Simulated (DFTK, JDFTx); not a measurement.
This is a calculation of TePt for DFTK 0.8.2. 

Contents of run.jl:

```julia
using DFTK
using PseudoPotentialData
using Unitful, UnitfulAtomic
using LinearAlgebra, Printf
include("save.jl")
disable_threading()

# lattice vectors are the columns
lattice = austrip(1u"Å") * [  1.9815661262  -1.9815661262            0.0;
             1.1440577364   1.1440577364  -2.2881154728;
             6.6610334788   6.6610334788   6.6610334788]
symbols   = [:Pt, :Pt, :Te, :Te]
positions = [[0.1296666667, 0.1296666667, 0.1296666667],
             [0.8703333333, 0.8703333333, 0.8703333333],
             [0.402, 0.402, 0.402],
             [0.598, 0.598, 0.598]]
pseudopotentials = PseudoFamily("dojo.nc.sr.pbesol.v0_4_1.standard.upf")
elements = Dict(s => ElementPsp(s, pseudopotentials) for s in unique(symbols))
atoms    = [elements[s] for s in symbols]

build_model(lattice, positions; symmetries=true) =
    model_DFT(lattice, atoms, positions;
              functionals=PBEsol(),
              temperature=austrip(0.05u"eV"),
              smearing=Smearing.FermiDirac(),
              symmetries)
Ecut  = 42.0  # hartree
kgrid = [8, 8, 8]
tol   = 1e-6
to_GPa = ustrip(uconvert(u"GPa", 1u"hartree/bohr^3"))

model = build_model(lattice, positions)
basis = PlaneWaveBasis(model; Ecut, kgrid)
display(basis)
scfres = self_consistent_field(basis;
                               tol,
                               nbandsalg=AdaptiveBands(model; n_bands_converge=43))
display(scfres.energies)
@printf "Fermi level: %.6f eV\n" ustrip(auconvert(u"eV", something(scfres.εF, NaN)))
forces = compute_forces_cart(scfres)
println("Forces (eV/Å)")
for (s, f) in zip(symbols, forces)
    @printf "%-3s %12.6f %12.6f %12.6f\n" s ustrip.(auconvert.(u"eV/Å", f))...
end
stress = compute_stresses_cart(scfres)
println("Stress (GPa)")
display(round.(stress * to_GPa; digits=4))
println("Levels at the first k-point (eV): ", round.(ustrip.(auconvert.(u"eV", scfres.eigenvalues[1][1:scfres.n_bands_converge])); digits=4))
save_scf!(scfres; forces, stress)
```

Potentials or basis: dojo.nc.sr.pbesol.v0_4_1.standard.upf (PBEsol).

Command:

```console
$ julia --threads=1 run.jl  # save.jl only writes the numbers to a file and isn't shown; printed stress counts tension as positive; times include loading and compiling
```

**Question.** Set up the same calculation for JDFTx 1.7.0 (patched build). Potentials or basis there: PseudoDojo-SR-PBEsol-0.4.1-standard with smoothed tails, cutoff 1143 eV.

**Answer.** As run (cutoffs and basis follow the program's own potentials, and thresholds, step limits or extra output files can differ):

TePt.in

```
lattice \
    3.7446172764    -3.7446172764     0.0000000000 \
    2.1619557926     2.1619557926    -4.3239115851 \
   12.5875289819    12.5875289819    12.5875289819
coords-type Lattice
ion Pt     0.1296666667     0.1296666667     0.1296666667 1
ion Pt     0.8703333333     0.8703333333     0.8703333333 1
ion Te     0.4020000000     0.4020000000     0.4020000000 1
ion Te     0.5980000000     0.5980000000     0.5980000000 1

ion-species pseudo/Pt.upf
ion-species pseudo/Te.upf
elec-cutoff 42 336
elec-ex-corr gga-PBEsol
kpoint-folding 8 8 8
elec-smearing Fermi 0.0018374661
elec-n-bands 44
electronic-SCF nIterations 100 energyDiffThreshold 1e-09
electronic-minimize nIterations 30 energyDiffThreshold 1e-7
converge-empty-states yes
forces-output-coords Cartesian

dump-name run.$VAR
dump End Ecomponents EigStats BandEigs Kpoints Forces Stress ElecDensity Dtot KEdensity
```

Potentials or basis: PseudoDojo-SR-PBEsol-0.4.1-standard with smoothed tails.

The run is started by

```console
$ jdftx -c 1 -i TePt.in -o TePt.out
```

Both were run:

|  | DFTK | JDFTx |
| --- | --- | --- |
| Pressure | 0.1 GPa | 0.1 GPa |
| Largest force | 0.285 eV/Å | 0.285 eV/Å |

Pressure is positive in compression.
